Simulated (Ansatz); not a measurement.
# Convergence notes, G0W0 on K2S (Fm-3m)

K2S (started from an entry of an open crystallographic database), relaxed with r2SCAN; one-shot G0W0 in Ansatz without spin-orbit coupling. (Simulation; spin polarisation is off.)

```cif
data_structure
_symmetry_space_group_name_H-M 'Fm-3m'
_symmetry_Int_Tables_number 225
_cell_length_a 7.4054
_cell_length_b 7.4054
_cell_length_c 7.4054
_cell_angle_alpha 90.000
_cell_angle_beta 90.000
_cell_angle_gamma 90.000
_cell_volume 406.12
loop_
_atom_site_label
_atom_site_type_symbol
_atom_site_symmetry_multiplicity
_atom_site_Wyckoff_symbol
_atom_site_fract_x
_atom_site_fract_y
_atom_site_fract_z
_atom_site_occupancy
K1 K 8 c 0.25000 0.75000 0.75000 1
S1 S 4 a 0.00000 0.00000 0.00000 1
```

Gaps are read over the mesh points alone. G0W0 values are finite-basis, finite-mesh values.
```
 start       potentials      frequency model   mesh  empty bands  screening cutoff (eV)  Kohn-Sham gap (eV)  G0W0 gap (eV)        rough cost
   PBE              PAW  contour deformation  4×4×4          381                    140                2.38           3.92  120 core-seconds
   PBE              PAW  contour deformation  4×4×4          701                    210                2.38           3.98   10 core-minutes
 HSE06              PAW  contour deformation  4×4×4          381                    140                3.31           4.49    5 core-minutes
   LDA              PAW  contour deformation  4×4×4          381                    140                2.11           3.82    2 core-minutes
r2SCAN              PAW  contour deformation  4×4×4          381                    140                2.75           4.17  2.4 core-minutes
   PBE              PAW     Godby-Needs pole  4×4×4          381                    140                2.38           3.97  2.9 core-minutes
   PBE              PAW  contour deformation  4×4×4          164                     80                2.38           3.78   25 core-seconds
   PBE  norm-conserving  contour deformation  4×4×4          381                    140                2.38           3.92    4 core-minutes
```

G0W0 moves the gap on the mesh from 2.38 eV (PBE) to 3.98 eV (X to Γ). Renormalisation factors Z lie between 0.74 and 0.82.

Raising bands and cutoff together moves the gap by +0.14 eV (80 to 140 eV), then +0.06 eV (140 to 210 eV); the last step is still large, so the basis limit isn't reached. Starting from HSE06 (3.31 eV against PBE's 2.38 eV) gives 4.49 eV, +0.57 eV from G0W0@PBE at the same screening cutoff. Starting from LDA (2.11 eV against PBE's 2.38 eV) gives 3.82 eV, -0.10 eV from G0W0@PBE at the same screening cutoff. Starting from r2SCAN (2.75 eV against PBE's 2.38 eV) gives 4.17 eV, +0.25 eV from G0W0@PBE at the same screening cutoff. The Godby-Needs plasmon pole differs from contour deformation by +0.05 eV. Norm-conserving potentials (wave cutoff 850 eV against 420 eV) shift the quasiparticle gap by 0.00 eV and the PBE gap by 0.00 eV. r2SCAN runs take a wave cutoff of 500 eV.
